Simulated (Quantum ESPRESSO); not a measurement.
# TiAl: equation of state with PBE

The system is TiAl.

```
CELL_PARAMETERS angstrom
2.86726 0.00000 0.00000
-1.43363 2.48312 0.00000
0.00000 0.00000 4.67808
ATOMIC_POSITIONS crystal
Ti 0.00000 0.00000 0.00000
Al 0.33333 0.66667 0.50000
```

The cell comes from a database or a generator and needn't be the stable form of this composition.

```json
{"Program": "Quantum ESPRESSO 7.5", "Task": "equation of state", "Functional": "PBE", "Potentials or basis": "SSSP 1.3 efficiency PBE", "Cutoff": "748 eV", "Density cutoff": "5987 eV", "k mesh": "11 × 11 × 6", "Occupations": "fermi-dirac, width 0.05 eV", "Spin": "no spin polarisation"}
```

- Equilibrium volume: 16.69 Å³/atom
- Bulk modulus at fixed shape and positions: 106 GPa
- Pressure derivative of the bulk modulus: 3.8

Energy against volume, from the lowest point:
| volume (Å³/atom) | energy (meV/atom) |
| --- | --- |
| 15.654 | 23.65 |
| 15.987 | 10.54 |
| 16.320 | 2.82 |
| 16.653 | 0.00 |
| 16.986 | 1.63 |
| 17.320 | 7.29 |
| 17.653 | 16.63 |

All runs of the series together: 2.6 min on 1 thread of Intel(R) Xeon(R) Platinum 8488C (Sapphire Rapids), with other jobs on the host.

Caveat: the cell was scaled at fixed shape and fractional positions, which overstates the stiffness of a crystal with free parameters, most of all of layers and chains.
